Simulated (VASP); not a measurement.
A run of VASP 6.6.1 is set up as follows.

POSCAR

```
CdS                                     
1.0
    0.0000000000      2.9687775098      2.9687775098
    2.9687775098     -0.0000000000      2.9687775098
    2.9687775098      2.9687775098     -0.0000000000
  Cd              S             
     1     1
Direct
     0.0000000000000000    1.0000000000000000    0.0000000000000000
     0.2500000000000000    0.2500000000000000    0.2500000000000000
```

Contents of INCAR.step1:

```
ALGO     = Normal         # electronic algorithm
EDIFF    = 1E-5           # SCF threshold, eV
ENCUT    = 520            # plane-wave cutoff, eV
GGA      = PE             # functional
ISIF     = 2              # what is computed and relaxed
ISMEAR   = 0              # smearing method
KPAR     = 4            
LASPH    = T              # aspherical terms in the spheres
LCHARG   = F              # write CHGCAR
LREAL    = F              # projectors in reciprocal space
LWAVE    = T              # write WAVECAR
NBANDS   = 16             # bands
NELM     = 60             # most SCF steps
PREC     = Accurate       # precision mode
SIGMA    = 0.02           # smearing width, eV
```

INCAR.step2

```
AEXX     = 1.0            # exact-exchange fraction
AGGAC    = 0.0          
ALDAC    = 0.0          
ALGO     = Normal         # electronic algorithm
EDIFF    = 1E-7           # SCF threshold, eV
ENCUT    = 520            # plane-wave cutoff, eV
GGA      = PE             # functional
HFRCUT   = -1           
ISIF     = 2              # what is computed and relaxed
ISMEAR   = 0              # smearing method
ISTART   = 1            
KPAR     = 4            
LASPH    = T              # aspherical terms in the spheres
LCHARG   = F              # write CHGCAR
LHFCALC  = T              # exact exchange
LREAL    = F              # projectors in reciprocal space
LWAVE    = F              # write WAVECAR
NBANDS   = 16             # bands
NELM     = 60             # most SCF steps
PREC     = Accurate       # precision mode
PRECFOCK = Fast         
SIGMA    = 0.02           # smearing width, eV
```

Contents of KPOINTS:

```
k-points
0
Gamma
  6 6 6
```

Contents of KPOINTS_OPT:

```
path GXWKGLUWLK,UX
12
line-mode
reciprocal
 0.0000000000  0.0000000000  0.0000000000  G
 0.5000000000  0.0000000000  0.5000000000  X

 0.5000000000  0.0000000000  0.5000000000  X
 0.5000000000  0.2500000000  0.7500000000  W

 0.5000000000  0.2500000000  0.7500000000  W
 0.3750000000  0.3750000000  0.7500000000  K

 0.3750000000  0.3750000000  0.7500000000  K
 0.0000000000  0.0000000000  0.0000000000  G

 0.0000000000  0.0000000000  0.0000000000  G
 0.5000000000  0.5000000000  0.5000000000  L

 0.5000000000  0.5000000000  0.5000000000  L
 0.6250000000  0.2500000000  0.6250000000  U

 0.6250000000  0.2500000000  0.6250000000  U
 0.5000000000  0.2500000000  0.7500000000  W

 0.5000000000  0.2500000000  0.7500000000  W
 0.5000000000  0.5000000000  0.5000000000  L

 0.5000000000  0.5000000000  0.5000000000  L
 0.3750000000  0.3750000000  0.7500000000  K

 0.6250000000  0.2500000000  0.6250000000  U
 0.5000000000  0.0000000000  0.5000000000  X
```

Potentials or basis: VASP PAW PBE potentials, release 64 (Cd, S).

Launch:

```console
$ cat potpaw_PBE.64/Cd/POTCAR potpaw_PBE.64/S/POTCAR > POTCAR
$ cp INCAR.step1 INCAR
$ mpirun -np 4 vasp_std > vasp.out
$ cp INCAR.step2 INCAR
$ mpirun -np 4 vasp_std > vasp.out
```

Task: Estimate the pressure.

Result: 3.1 GPa.

Task: Predict the band gap on the k mesh.

Result: 8.28 eV, direct.

Levels at the corners of the path, in eV from the valence-band top:
| point | band 7 | band 8 | band 9 | band 10 | band 11 | band 12 |
| --- | --- | --- | --- | --- | --- | --- |
| Γ | 0.00 | 0.00 | 0.00 | 8.28 | 14.39 | 14.39 |
| X | -4.66 | -2.18 | -2.18 | 10.34 | 11.92 | 17.38 |
| X | -4.66 | -2.18 | -2.18 | 10.34 | 11.92 | 17.38 |
| W | -4.41 | -2.69 | -2.52 | 12.43 | 13.78 | 15.08 |
| W | -4.41 | -2.69 | -2.52 | 12.43 | 13.78 | 15.08 |
| K | -4.49 | -2.99 | -1.77 | 11.35 | 13.29 | 16.21 |
| K | -4.49 | -2.99 | -1.77 | 11.35 | 13.29 | 16.21 |
| Γ | 0.00 | 0.00 | 0.00 | 8.28 | 14.39 | 14.39 |
| Γ | 0.00 | 0.00 | 0.00 | 8.28 | 14.39 | 14.39 |
| L | -5.14 | -0.87 | -0.87 | 10.50 | 14.70 | 14.70 |
| L | -5.14 | -0.87 | -0.87 | 10.50 | 14.70 | 14.70 |
| U | -4.49 | -2.99 | -1.77 | 11.35 | 13.29 | 16.21 |
| U | -4.49 | -2.99 | -1.77 | 11.35 | 13.29 | 16.21 |
| W | -4.41 | -2.69 | -2.52 | 12.43 | 13.78 | 15.08 |
| W | -4.41 | -2.69 | -2.52 | 12.43 | 13.78 | 15.08 |
| L | -5.14 | -0.87 | -0.87 | 10.50 | 14.70 | 14.70 |
| L | -5.14 | -0.87 | -0.87 | 10.50 | 14.70 | 14.70 |
| K | -4.49 | -2.99 | -1.77 | 11.35 | 13.29 | 16.21 |
| U | -4.49 | -2.99 | -1.77 | 11.35 | 13.29 | 16.21 |
| X | -4.66 | -2.18 | -2.18 | 10.34 | 11.92 | 17.38 |

Caveat: the PAW data sets were made with another functional, which shifts forces and pressure a little.
